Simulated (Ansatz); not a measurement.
Generalised stacking fault of LiI (rock salt) on the {110} plane. The cell below holds the perfect crystal with the plane normal along z; tilting its third vector by the shift puts one fault into each cell, between planes 2.09 Å apart, at fixed cell height.

```
CELL_PARAMETERS angstrom
      4.17424     0.00000     0.00000
      0.00000     5.90327     0.00000
      2.08712     2.95164     6.26136
ATOMIC_POSITIONS crystal
  I  0.00000 0.00000 0.83333
  I  0.33333 0.33333 0.16667
  I  0.66667 0.66667 0.50000
  Li 0.00000 0.50000 0.83333
  Li 0.33333 0.83333 0.16667
  Li 0.66667 0.16667 0.50000
```

In-plane vectors a = (4.174, 0.000) Å, b = (0.000, 5.903) Å, area 24.64 Å². The shift is s times the vector a (length 4.174 Å), so s = 1 restores the start. Atoms relax along the normal only. γ = [E(shift) − E(0)] / area.

All values below come from PBEsol (plane waves to 420 eV, PAW, scalar-relativistic; Ansatz, an electronic-structure program). k mesh 7×7×7 (Γ-centred), Fermi-Dirac smearing 0.05 eV. Energies are extrapolated to zero smearing. Compression counts positive. Faults lie only 6.3 Å apart, and holding the cell height raises γ above its relaxed value. LiI was relaxed with its symmetry unable to fall. Spin-orbit coupling is left out, though I is heavy. γ is measured from zero shift.

```tsv
s	γ (meV/Å²)	σ normal to the fault (GPa)
0.000	0.0	0.0
0.083	2.1	0.4
0.167	6.0	1.3
0.250	9.8	2.3
0.333	12.8	3.2
0.417	14.9	3.7
0.500	15.6	4.0
0.583	14.9	3.7
0.667	12.8	3.2
0.750	9.8	2.3
0.833	6.0	1.3
0.917	2.1	0.4
```

Summary:

```
Item                                                                             Value
------------------------------------------------------------  ------------------------
Highest computed γ on the line                                               249 mJ/m²
Position of the highest point                                                s = 0.500
Local minima between the ends                                 no computed point is one
Steepest slope dγ/d(shift) before the first maximum (spline)                   1.9 GPa
```

(The slope of γ gives the shear force per area between the displaced halves; near zero shift its curvature is an elastic stiffness.)
